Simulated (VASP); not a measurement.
Write the native input for VASP 6.6.1 that does the following.

* Task: single point
* Functional: PBE
* Potentials or basis: VASP PAW PBE potentials, release 64 (Sb)
* Cutoff: 520 eV
* k mesh: 6 × 6 × 4
* Occupations: gaussian, width 0.05 eV
* Spin: no spin polarisation
* Further INCAR settings: ALGO = Fast; EDIFF = 1e-07; NBANDS = 18

The structure of Sb lies in POSCAR:

```
Sb
1.0
    4.5277000000      0.0000000000      0.0000000000
    0.0000000000      4.4211000000      0.0000000000
   -1.3205190000      0.0000000000      6.3643480000
Sb
4
Cartesian
    0.6363018363      1.1052750000      4.3511137972
    3.2335794412      3.3158250000      4.8544573518
   -0.0263984412      1.1052750000      1.5098906482
    2.5708791637      3.3158250000      2.0132342028
```

This isn't the form of Sb at room conditions, which is rhombohedral.

One way to write it, as run:

INCAR

```
PREC = Accurate
ENCUT = 520
EDIFF = 1E-7
ISMEAR = 0
SIGMA = 0.05
LREAL = F
LASPH = T
NELM = 80
ALGO = Fast
ISIF = 2
LWAVE = F
LCHARG = F
GGA = PE
NBANDS = 18
```

KPOINTS

```
Automatic mesh
0
Gamma
  6 6 4
```

Potentials or basis: VASP PAW PBE potentials, release 64 (Sb).

Run with:

```console
$ cat potpaw_PBE.64/Sb/POTCAR > POTCAR
$ mpirun -np 1 vasp_std > vasp.out
```

It gave:

```
Pressure               : 0.1 GPa
Largest force          : 0.143 eV/Å
Band gap on the k mesh : none (metal or under the smearing width)
```

Run time: 69 s on 1 thread of Intel(R) Xeon(R) Platinum 8488C (Sapphire Rapids) (shared host), peak memory 0.28 GiB.
